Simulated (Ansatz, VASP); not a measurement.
# C62N in two plane-wave programs

One calculation is typed for both programs; each brings its own data sets. How far apart do they land? The cell is taken from a series of runs on this material, whose earlier steps may have relaxed, scaled, displaced or heated it; both programs get it as it stands.

Method: plane waves, with VASP 6.6.1 beside it; single point at HSE06, in Ansatz 0.2.0.

## 1. The structure

The cell holds 63 atoms: 62 C and 1 N. Cell: a = 7.143 Å, b = 7.143 Å, c = 7.143 Å, α = 90.0°, β = 90.0°, γ = 90.0°. It derives from C (C (Fd-3m)). Nearest the centre at fractional (0.438, 0.438, 0.562): N63 at 0.92 Å, C26 at 1.92 Å, C12 at 1.93 Å, C41 at 1.93 Å, C22 at 2.08 Å, C59 at 2.08 Å, C37 at 2.09 Å, C28 at 2.61 Å. The cell carries charge −1.

## 2. Ansatz: single point, HSE06

Ansatz runs on its default PAW (the set named soft_2) files.

A single point gives forces, pressure and levels at one fixed geometry, so differences don't come from the geometry; what else differs is listed under the comparison.

input.yaml reads:

```yaml
crystal:
  lattice:
    - [7.14312472, 0.0, 0.0]
    - [0.0, 7.14312472, 0.0]
    - [0.0, 0.0, 7.14312472]
  atoms:
    - { symbol: C, position: [0.00040394017, -0.00105383316, 1.758275e-05] }
    - { symbol: C, position: [0.00168621285, 0.24932578444, 0.25084298133] }
    - { symbol: C, position: [0.25078348546, 0.00022863736, 0.25084301509] }
    - { symbol: C, position: [0.25067608932, 0.2492186077, 0.00103972479] }
    - { symbol: C, position: [0.12582855186, 0.12437103734, 0.12567468489] }
    - { symbol: C, position: [0.12755318483, 0.37568172288, 0.37689721211] }
    - { symbol: C, position: [0.37713938252, 0.12609548382, 0.3768973654] }
    - { symbol: C, position: [0.37634264635, 0.37488518331, 0.12603135959] }
    - { symbol: C, position: [0.00092723212, -0.00053076533, 0.49978089835] }
    - { symbol: C, position: [-0.00061809306, 0.24921854319, 0.74974534737] }
    - { symbol: C, position: [0.25067626103, -0.00207579089, 0.74974546805] }
    - { symbol: C, position: [0.25145151804, 0.24999386296, 0.50506590177] }
    - { symbol: C, position: [0.1243534249, 0.12289573621, 0.62525197335] }
    - { symbol: C, position: [0.12435257792, 0.37371225954, 0.87606871971] }
    - { symbol: C, position: [0.3751698389, 0.12289484606, 0.87606902305] }
    - { symbol: "N", position: [0.36380185034, 0.36234432192, 0.63661992138] }
    - { symbol: C, position: [0.0009269324, 0.49918340042, -0.00050459183] }
    - { symbol: C, position: [0.00024643498, 0.74893840281, 0.25002581038] }
    - { symbol: C, position: [0.25202239894, 0.50137600033, 0.25088881208] }
    - { symbol: C, position: [0.25078355045, 0.74812133606, -0.00126448077] }
    - { symbol: C, position: [0.12448281689, 0.62334917054, 0.12361217469] }
    - { symbol: C, position: [0.12448255525, 0.87535224565, 0.37561498224] }
    - { symbol: C, position: [0.36442296256, 0.63632827834, 0.36263592935] }
    - { symbol: C, position: [0.37622934331, 0.87539498292, 0.12356934396] }
    - { symbol: C, position: [0.00048775059, 0.4992029651, 0.4997609635] }
    - { symbol: C, position: [0.00168575271, 0.74812079536, 0.74963774744] }
    - { symbol: C, position: [0.25145108057, 0.49389814362, 0.74897111844] }
    - { symbol: C, position: [0.25202227891, 0.74807517231, 0.497588308] }
    - { symbol: C, position: [0.12755310034, 0.62206667446, 0.62328247685] }
    - { symbol: C, position: [0.12582824787, 0.87328934042, 0.87459268615] }
    - { symbol: C, position: [0.37713914831, 0.62206669138, 0.87286906441] }
    - { symbol: C, position: [0.37634242118, 0.87293277449, 0.62407862083] }
    - { symbol: C, position: [0.50064117703, -0.00053110687, -0.00050446005] }
    - { symbol: C, position: [0.50283339245, 0.25056452219, 0.25088867211] }
    - { symbol: C, position: [0.75039627442, -0.00121131811, 0.25002609607] }
    - { symbol: C, position: [0.74957896717, 0.2493261618, -0.00126441329] }
    - { symbol: C, position: [0.62480694258, 0.12302511193, 0.12361237369] }
    - { symbol: C, position: [0.63778673869, 0.36296429886, 0.3626351395] }
    - { symbol: C, position: [0.87681012615, 0.12302463891, 0.37561526013] }
    - { symbol: C, position: [0.87685270772, 0.37477187187, 0.12356932567] }
    - { symbol: C, position: [0.50066067202, -0.00097014089, 0.49976093036] }
    - { symbol: C, position: [0.49535547506, 0.24999326368, 0.74897124985] }
    - { symbol: C, position: [0.74957871601, 0.00022800855, 0.74963776161] }
    - { symbol: C, position: [0.74953286337, 0.25056459923, 0.49758850185] }
    - { symbol: C, position: [0.62352429094, 0.12609523761, 0.62328253537] }
    - { symbol: C, position: [0.62352416349, 0.37568164878, 0.87286901025] }
    - { symbol: C, position: [0.87474709683, 0.12437071928, 0.87459286172] }
    - { symbol: C, position: [0.87439052993, 0.37488493274, 0.62407858123] }
    - { symbol: C, position: [0.50066077974, 0.49920325012, -6.542171e-05] }
    - { symbol: C, position: [0.49926595654, 0.7486594022, 0.25030467972] }
    - { symbol: C, position: [0.75011714491, 0.49780869342, 0.25030481721] }
    - { symbol: C, position: [0.75039558771, 0.74893775189, 0.00017484433] }
    - { symbol: C, position: [0.62509055224, 0.62363304543, 0.12545741432] }
    - { symbol: C, position: [0.62509024345, 0.87350670184, 0.3753309508] }
    - { symbol: C, position: [0.87496455319, 0.62363271822, 0.3753311446] }
    - { symbol: C, position: [0.87518543846, 0.87372772764, 0.12523577833] }
    - { symbol: C, position: [0.50283252261, 0.74807522047, 0.74839953047] }
    - { symbol: C, position: [0.74953292862, 0.50137493753, 0.74839957496] }
    - { symbol: C, position: [0.75011689235, 0.748659139, 0.50115452472] }
    - { symbol: C, position: [0.63778864625, 0.63633097264, 0.6360026154] }
    - { symbol: C, position: [0.6248063742, 0.87535179469, 0.87593912539] }
    - { symbol: C, position: [0.87680976907, 0.62334861181, 0.87593928929] }
    - { symbol: C, position: [0.87685243402, 0.87539466615, 0.62419195782] }
  host:
    repeats: [2, 2, 2]
    atoms:
      - { symbol: C, position: [0.0, 0.0, 0.0] }
      - { symbol: C, position: [0.0, 0.5, 0.5] }
      # ... 6 more atoms of the perfect host
total_charge: -1
basis:
  ecutwfc: 420
  xc_grid: 2
hamiltonian:
  xc: hse06
kpoints:
  mp_grid: { grid: [1, 1, 1] }
magnetization:
  spin_polarized: true
  initial_magnetization: 2
  spin_locking: { lock_magnetization: hard }
scf:
  occupations: { method: fermi_dirac, width: 0.01 }
  max_iter: 60
  n_extra_bands: 16
  lower_state_search: "off"
output:
  forces: true
checkpoint:
  read: "../exc.ground.qm1_M2.run"
  write: "../exc0_qm1_M2.ground.l0.5.run"
  compress: false
  write_wavefunctions: false
  write_every: 100000
```

On the command line:

```sh
> ansatz run input.yaml --threads 4 --pin off --max-ram 11304MiB --backend cpu --events-out ev --progress --plain --runs-dir out
```

The program printed:

```text
Warning: the atoms were moved onto the symmetric positions of the space group found under crystal.symmetry.tolerance 1.0e-5 (fractional; no operation is sought that the atoms, as they stand in a round, miss by more than twice it, and no atom is moved by as much as it), and the run uses the moved positions. Before a round's move an operation carried an atom to 3.84e-5 Å from where it should land, the largest such dist [...]
[...]
Free energy (F): -15912.659862 eV
Frozen-core exchange: fock
Harris-Foulkes:  -15912.659862 eV  (|F-HF|=2.58e-10)
Internal energy: -15912.659862 eV  (E = F + TS)
E sigma→0 (E₀):  -15912.659862 eV
Fermi energy:    15.198809 (↑ 15.873067, ↓ 15.148932) eV
--- Per-component energies (eV) ---
  E_band       = 652.488864
  E_kinetic    = 5873.072504
  E_local      = -4183.472819  (includes V_loc(G=0)·N_el)
  E_nonlocal   = 1666.350160
  E_hartree    = 965.872064
  E_xc         = -2500.638611
  E_vxc        = -3074.240208  (∫ρ·V_xc dr)
  E_exx        = -582.853170  (= α·E_x^exact, valence–valence)
  E_paw        = -6284.778450  (= ΣΔE_a)
  E_vpaw       = -395.259598  (= ΣTr[D̂ρ^β])
  E_aug_tail   = 0.000655  (compensation charges beyond the density's cutoff)
  E_ewald      = -10865.122518
  E_core_change = -1.089678  (= ΣΔE_core)
  E_smearing   = -0.000000  (= −TS)
  E_closure    = 0.000001  (closes the sum)
  E_deformation_potential = -21.108035  (in the stress; not in F)
  Σ components = -15912.659862   (vs F -15912.659862, Δ=1.82e-12)
--- Forces (eV/Å), atoms counted from 1 ---
  atom   1  C     -0.01040353    -0.01040353     0.01040353
  atom   2  C     -0.02693924    -0.01097711    -0.01975904
  atom   3  C     -0.01097711    -0.02693924    -0.01975904
  atom   4  C     -0.02457975    -0.02457975    -0.00287720
  atom   5  C      0.02932066     0.02932066    -0.00969724
  atom   6  C      0.03830239     0.01390150     0.00576221
  atom   7  C      0.01390150     0.03830239     0.00576221
  atom   8  C      0.00719934     0.00719934    -0.03121964
  atom   9  C     -0.07117521    -0.07117521     0.13261334
  atom  10  C      0.00287720    -0.02457975     0.02457975
  atom  11  C     -0.02457975     0.00287720     0.02457975
  atom  12  C     -0.06693344    -0.06693344     0.24082892
  atom  13  C      0.03994032     0.03994032    -0.14174485
  atom  14  C      0.03994032     0.14174485    -0.03994032
  atom  15  C      0.14174485     0.03994032    -0.03994032
  atom  16  N     -0.15336891    -0.15336891     0.15336891
  atom  17  C     -0.07117521    -0.13261334     0.07117521
  atom  18  C     -0.05978740    -0.01721324     0.01721324
  atom  19  C     -0.01998253    -0.21769661     0.01979886
  atom  20  C     -0.01097711     0.01975904     0.02693924
  atom  21  C      0.06219930     0.11097208    -0.01068379
  atom  22  C      0.06219930     0.01068379    -0.11097208
  atom  23  C      0.57264504    -0.08855873     0.08855873
  atom  24  C      0.13351601     0.05573333    -0.05573333
[...]
atom  56  C      0.05098311     0.05098311    -0.05098311
  atom  57  C     -0.21769661    -0.01979886     0.01998253
  atom  58  C     -0.01979886    -0.21769661     0.01998253
  atom  59  C      0.11698737     0.11698737     0.20350940
  atom  60  C     -0.08855873    -0.08855873    -0.57264504
  atom  61  C      0.11097208     0.01068379    -0.06219930
  atom  62  C      0.01068379     0.11097208    -0.06219930
  atom  63  C      0.05573333     0.05573333    -0.13351601
  max |Σ_I F_I| component: 1.84e-5 eV/Å
--- Band table (eV) ---
  k-point 0 ↑: bands = ["-11.2881", "-9.5718", "-8.8184", "-8.8184", "-8.7122", "-8.7122", "-8.3967", "-7.3677", "-6.5028", "-6.5028", "-6.4673", "-6.4673", "-6.4089", "-6.4089", "-6.3739", "-6.2731", "-6.2201", "-6.2201", "-5.6897", "-5.2593", "-4.9790", "-4.9790", "-4.3892", "-2.2869", "-2.2869", "-2.2672", "-2.2166", "-2.1226", "-1.8073", "-1.8073", "-1.7022", "-1.7022", "-1.6204", "-1.3798", "-1.1362", "-1.1362", [...]
  k-point 0 ↓: bands = ["-11.2581", "-9.5555", "-8.7943", "-8.7943", "-8.6552", "-8.6552", "-8.3480", "-7.3485", "-6.4793", "-6.4793", "-6.4358", "-6.4358", "-6.3414", "-6.3369", "-6.3369", "-6.2599", "-6.1665", "-6.1665", "-5.6354", "-5.2377", "-4.9053", "-4.9053", "-4.1963", "-2.2665", "-2.2665", "-2.2416", "-2.1941", "-2.0335", "-1.7887", "-1.7887", "-1.6530", "-1.6530", "-1.5886", "-1.3350", "-1.1224", "-1.1224", [...]
  guard bands above this table: 15 of the run's 144 bands. The solve was not asked for them (output.publish_guard_bands: true or output.eigenvalues: true publishes all)
```

## 3. VASP: single point, HSE06

The same cell, functional, mesh and smearing now go to VASP, with its own data sets.

Lines of VASP's logs that name or quote its potential files are left out, and so is its time.

The run reads the wave functions of an earlier VASP run, which isn't shown here.

INCAR reads:

```
SYSTEM = C62N
PREC = Accurate
ENCUT = 520
EDIFF = 1E-06
NELM = 100
ISMEAR = -1
SIGMA = 0.01
LREAL = Auto
ALGO = Normal
LHFCALC = .TRUE.
AEXX = 0.25
GGA = PE
HFSCREEN = 0.208
LASPH = .TRUE.
NELECT = 254
NBANDS = 171
ISPIN = 2
MAGMOM = 0 -0 -0 -0 0 0.01 0.01 0.01 0.01 -0 -0 -0 0 0 0 0.01 -0 -0.01 -0 0.02 0.02 0.27 0.02 -0 -0 -0 -0.01 0.01 0 0.01 0.01 0.01 -0.01 -0 -0 0.02 0.27 0.02 0.02 -0 -0 -0 -0.01 0.01 0.01 0 0.01 -0 -0.01 -0.01 -0 0.01 0.01 0.01 0 -0.01 -0.01 -0.01 0.27 0.02 0.02 0.02 0
PRECFOCK = Fast
LORBIT = 11
LWAVE = .FALSE.
LCHARG = .FALSE.
ISIF = 2
NUPDOWN = 2
```

POSCAR reads:

```
C62N
1.0
    7.1431247189      0.0000000000      0.0000000000
    0.0000000000      7.1431247189      0.0000000000
    0.0000000000      0.0000000000      7.1431247189
C N
62 1
Direct
    0.0004039402      0.9989461668      0.0000175827
    0.0016862128      0.2493257844      0.2508429813
    0.2507834855      0.0002286374      0.2508430151
    0.2506760893      0.2492186077      0.0010397248
    0.1258285519      0.1243710373      0.1256746849
    0.1275531848      0.3756817229      0.3768972121
    0.3771393825      0.1260954838      0.3768973654
    0.3763426463      0.3748851833      0.1260313596
    0.0009272321      0.9994692347      0.4997808984
    0.9993819069      0.2492185432      0.7497453474
    0.2506762610      0.9979242091      0.7497454680
    0.2514515180      0.2499938630      0.5050659018
    0.1243534249      0.1228957362      0.6252519733
    0.1243525779      0.3737122595      0.8760687197
    0.3751698389      0.1228948461      0.8760690230
    0.0009269324      0.4991834004      0.9994954082
    0.0002464350      0.7489384028      0.2500258104
    0.2520223989      0.5013760003      0.2508888121
    0.2507835504      0.7481213361      0.9987355192
    0.1244828169      0.6233491705      0.1236121747
    0.1244825552      0.8753522457      0.3756149822
    0.3644229626      0.6363282783      0.3626359294
    0.3762293433      0.8753949829      0.1235693440
    0.0004877506      0.4992029651      0.4997609635
    0.0016857527      0.7481207954      0.7496377474
    0.2514510806      0.4938981436      0.7489711184
    0.2520222789      0.7480751723      0.4975883080
    0.1275531003      0.6220666745      0.6232824768
    0.1258282479      0.8732893404      0.8745926861
    0.3771391483      0.6220666914      0.8728690644
    0.3763424212      0.8729327745      0.6240786208
    0.5006411770      0.9994688931      0.9994955399
    0.5028333924      0.2505645222      0.2508886721
    0.7503962744      0.9987886819      0.2500260961
    0.7495789672      0.2493261618      0.9987355867
    0.6248069426      0.1230251119      0.1236123737
    0.6377867387      0.3629642989      0.3626351395
    0.8768101261      0.1230246389      0.3756152601
    0.8768527077      0.3747718719      0.1235693257
    0.5006606720      0.9990298591      0.4997609304
    0.4953554751      0.2499932637      0.7489712498
    0.7495787160      0.0002280086      0.7496377616
    0.7495328634      0.2505645992      0.4975885018
    0.6235242909      0.1260952376      0.6232825354
    0.6235241635      0.3756816488      0.8728690103
    0.8747470968      0.1243707193      0.8745928617
    0.8743905299      0.3748849327      0.6240785812
    0.5006607797      0.4992032501      0.9999345783
    0.4992659565      0.7486594022      0.2503046797
    0.7501171449      0.4978086934      0.2503048172
    0.7503955877      0.7489377519      0.0001748443
    0.6250905522      0.6236330454      0.1254574143
    0.6250902434      0.8735067018      0.3753309508
    0.8749645532      0.6236327182      0.3753311446
    0.8751854385      0.8737277276      0.1252357783
    0.5028325226      0.7480752205      0.7483995305
    0.7495329286      0.5013749375      0.7483995750
    0.7501168924      0.7486591390      0.5011545247
    0.6377886463      0.6363309726      0.6360026154
    0.6248063742      0.8753517947      0.8759391254
    0.8768097691      0.6233486118      0.8759392893
    0.8768524340      0.8753946662      0.6241919578
    0.3638018503      0.3623443219      0.6366199214
```

KPOINTS reads:

```
Automatic mesh
0
Gamma
1 1 1
0 0 0
```

The projector-augmented-wave data sets are C and N (PBE family, release 64).

On the command line:

```sh
> export OMP_NUM_THREADS=3
> mpirun -np 1 vasp_gam
```

The program printed:

```text
[banner, memory and clock lines left out]
running    1 mpi-ranks, on    1 nodes
[...]
Offloading initialized ...    1 GPUs detected
[...]
LDA part: xc-table for (Slater+PW92), standard interpolation
 found WAVECAR, reading the header
 POSCAR, INCAR and KPOINTS ok, starting setup
[...]
reading WAVECAR
 the WAVECAR file was read successfully
 initial charge from wavefunction
 entering main loop
       N       E                     dE             d eps       ncg     rms          rms(c)
DAV:   1    -0.642145517340E+03   -0.64215E+03   -0.85731E+00   728   0.779E+00    0.411E+00
DAV:   2    -0.642174700529E+03   -0.29183E-01   -0.17393E-01   792   0.983E-01    0.246E+00
DAV:   3    -0.642157069208E+03    0.17631E-01   -0.18309E-02   800   0.338E-01    0.134E+00
DAV:   4    -0.642152081797E+03    0.49874E-02   -0.55853E-03   800   0.188E-01    0.709E-01
[...]
DAV:   9    -0.642150184224E+03    0.90612E-05   -0.46046E-06   741   0.647E-03    0.336E-02
DAV:  10    -0.642150181998E+03    0.22260E-05   -0.13115E-06   437   0.359E-03    0.185E-02
DAV:  11    -0.642150181707E+03    0.29074E-06   -0.45143E-07   432   0.225E-03
   1 F= -.64215018E+03 E0= -.64215018E+03  d E =-.212527E-11  mag=     2.0000
```

Parts of OUTCAR (step 3):

```text
  FREE ENERGIE OF THE ION-ELECTRON SYSTEM (eV)
  ---------------------------------------------------
  free  energy   TOTEN  =      -642.1501817070 eV

  energy  without entropy=     -642.1501817070  energy(sigma->0) =     -642.15018171

 magnetization (x)
# of ion       s       p       d       tot
------------------------------------------
    1       -0.000   0.001   0.000   0.001
    2       -0.000  -0.002   0.000  -0.002
    3       -0.000  -0.002   0.000  -0.002
    4       -0.000  -0.001   0.000  -0.002
    5        0.000   0.002   0.000   0.002
    6        0.001   0.006   0.000   0.007
    7        0.001   0.006   0.000   0.007
    8        0.001   0.011   0.000   0.011
    9       -0.000   0.011   0.000   0.011
   10       -0.000  -0.001   0.000  -0.002
   11       -0.000  -0.001   0.000  -0.002
   12       -0.000  -0.000   0.000  -0.000
   13        0.000   0.003   0.000   0.004
[...]
--------------------------------------------------
tot          0.130   1.164   0.000   1.295

[... 1 further part left out ...]
```

The run ends at a pressure of -0.65 GPa, with forces up to 0.59 eV/Å.

## 4. Side by side

Known differences besides the potentials themselves: exact exchange at q = 0 is treated differently, which shows on coarse meshes; VASP keeps PBE cores, Ansatz makes them for the functional; the cutoff is 420 eV in Ansatz and 520 eV in VASP (PREC = Accurate, projectors in real space); VASP takes a coarser grid for exact exchange (PRECFOCK = Fast); site moments are counted in spheres of each program's own size. Total energies have different zeros and are not compared.

Both answers:

| quantity | Ansatz | VASP | difference |
| --- | --- | --- | --- |
| total moment, fixed by the input (μB) | 2.00 | 2.00 | 0.00 |
| moment on C22 (μB) | 0.27 | 0.35 | -0.09 |
| moment on C37 (μB) | 0.27 | 0.35 | -0.09 |
| moment on C59 (μB) | 0.27 | 0.35 | -0.09 |

Forces on 10 of the 63 atoms, those with the largest forces and the largest differences (eV/Å; atoms numbered as in POSCAR):

| atom | Ansatz x, y, z | VASP x, y, z |
| --- | --- | --- |
| C12 | -0.067, -0.067, 0.241 | -0.069, -0.069, 0.214 |
| C22 | 0.573, -0.089, 0.089 | 0.575, -0.096, 0.096 |
| C26 | -0.067, -0.241, 0.067 | -0.069, -0.214, 0.069 |
| C37 | -0.089, 0.573, 0.089 | -0.096, 0.575, 0.096 |
| C41 | -0.241, -0.067, 0.067 | -0.214, -0.069, 0.069 |
| C49 | -0.204, 0.117, -0.117 | -0.190, 0.115, -0.115 |
| C50 | 0.117, -0.204, -0.117 | 0.115, -0.190, -0.115 |
| C58 | 0.117, 0.117, 0.204 | 0.115, 0.115, 0.190 |
| C59 | -0.089, -0.089, -0.573 | -0.096, -0.096, -0.575 |
| N63 | -0.153, -0.153, 0.153 | -0.149, -0.149, 0.149 |

The forces differ by 5.3 meV/Å r.m.s., which is 5.0 % of the r.m.s. force of 0.108 eV/Å (both taken over all components). The cell carries a charge of -1 e against a uniform background, so its pressure also hangs on how the neutralising background is counted, and in a defect's cell a gap may be the spacing between its levels.

## 5. Summary of results

* r.m.s. force difference (single point, HSE06): 5.3 meV/Å

What this shows: The r.m.s. force difference is 5.3 meV/Å (single point, HSE06), within the 12 meV/Å picked in this series as the mark of a large difference. Such differences can come from data sets, numerical settings and the points named under the comparisons, not from the functional's error against experiment.

[Lines on the potential files, build, host, timing and source positions are cut from VASP's logs without a mark.]

[Logs are printed without paths, hosts, clocks, repeated set-up lines and the standing remarks that a program may print on its own settings, such as how far it seeks lower states.]

[Hosts, paths, dates, database ids (printed as entryN), source tags and the programs' standing remarks are cut or masked in the printed files.]
